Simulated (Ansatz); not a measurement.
Theory: DFT PBE, scalar-relativistic, plane waves, PAW in Ansatz 0.2.0. All cells share a 420 eV cutoff and Γ-centred k meshes spaced at most about 0.3 Å⁻¹ (about 0.25 or finer for metals, 2π included). No spin polarisation.

These are static total energies at zero pressure.

**Question.** Which of these relaxed structures of Cd2Te3 is the lowest in energy?
A.

```
Cd Te
1.0
     4.26228    0.00000    0.00000
    -2.13114    3.69124    0.00000
     0.00000    0.00000    9.45822
Cd Te
2 3
Direct
  0.33333 0.66667 0.19417
  0.66667 0.33333 0.80583
  0.00000 0.00000 0.00000
  0.33333 0.66667 0.63210
  0.66667 0.33333 0.36790
```

B.

```
Cd Te
1.0
     4.62329    0.00000    0.00000
    -2.31164    4.00388    0.00000
     0.00000    0.00000    8.53020
Cd Te
2 3
Direct
  0.66667 0.33333 0.39363
  0.33333 0.66667 0.60637
  0.66667 0.33333 0.76118
  0.33333 0.66667 0.23882
  0.00000 0.00000 0.00000
```

**Answer.** A. The other, B, lies 108 meV/atom higher. Forms: A P-3m1; B P-3m1. Counting Te atoms around Cd (those within 1.25 times the shortest such distance or 1.15 times the sum of covalent radii): A has Cd 6; B has Cd 4. Both come from invented guesses.

Weakly bound directions are ill-defined at this level, which has no dispersion term (P-3m1 at 29.8 Å³/atom), and this can change margins and order among such cells. Spin–orbit coupling, which can matter for Te, is left out. Cells relaxed within their symmetry can be saddle points. Some candidate types were left out of the draw beforehand, so a known form may be missing.
